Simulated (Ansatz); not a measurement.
# TiO2: the cost of one run

Program: Ansatz 0.2.0. Level of theory: DFT PBE, scalar-relativistic. These are calculated values, not measurements.

## Step 1: The structure to begin with

The structure is tetragonal, space group P4_2/mnm (No. 136). Conventional cell: a = 4.594 Å, b = 4.594 Å, c = 2.959 Å, α = 90.00°, β = 90.00°, γ = 90.00°. Around Ti (site symmetry mmm) lie 6 O at 1.94 to 1.99 Å. Around O (site symmetry m2m) lie 3 Ti at 1.94 to 1.99 Å.

Structure file:

```
Ti O
1.0
     4.59400    0.00000    0.00000
     0.00000    4.59400    0.00000
     0.00000    0.00000    2.95900
Ti O
2 4
Direct
  0.00000 0.00000 0.00000
  0.50000 0.50000 0.50000
  0.30600 0.30600 0.00000
  0.19400 0.80600 0.50000
  0.69400 0.69400 0.00000
  0.80600 0.19400 0.50000
```

Atoms are numbered in the order of the input: Ti1, Ti2, O3, O4, O5, O6.

## Step 2: Volume × 0.96, LAPW

input.yaml

```yaml
crystal:
  lattice:
    - [4.5319113078, 0.0, 0.0]
    - [0.0, 4.5319113078, 0.0]
    - [0.0, 0.0, 2.9190086112]
  atoms:
    - { symbol: Ti, position: [0.0, 0.0, 0.0] }
    - { symbol: Ti, position: [0.5, 0.5, 0.5] }
    - { symbol: O, position: [0.306, 0.306, 0.0] }
    - { symbol: O, position: [0.194, 0.806, 0.5] }
    - { symbol: O, position: [0.694, 0.694, 0.0] }
    - { symbol: O, position: [0.806, 0.194, 0.5] }
kpoints:
  mp_grid: { grid: [7, 7, 10] }
  band_path:
    path:
      - [0.0, 0.0, 0.0]
      - [0.0, 0.5, 0.0]
      - [0.5, 0.5, 0.0]
      - [0.0, 0.0, 0.0]
      - [0.0, 0.0, 0.5]
      - [0.0, 0.5, 0.5]
      - [0.5, 0.5, 0.5]
      - [0.0, 0.0, 0.5]
      - [0.0, 0.5, 0.0]
    npoints: 5
scf:
  occupations: { method: fermi_dirac, width: 0.05 }
hamiltonian:
  xc: pbe
  pseudopotentials: { kind: all_electron, lapw: { basis_error: 0.0005 } }
output:
  forces: true
  stress: true
  eigenvalues: true
```

Launch:

```bash
ansatz run input.yaml --threads 2 --pin off --max-ram 6144MiB --backend cpu --events-out ev --progress --plain --runs-dir out
```

What time and memory should one allow on 2 threads of Intel Xeon 6975P-C (Granite Rapids), shared host?

About 37 s, with a peak of 0.84 GiB.
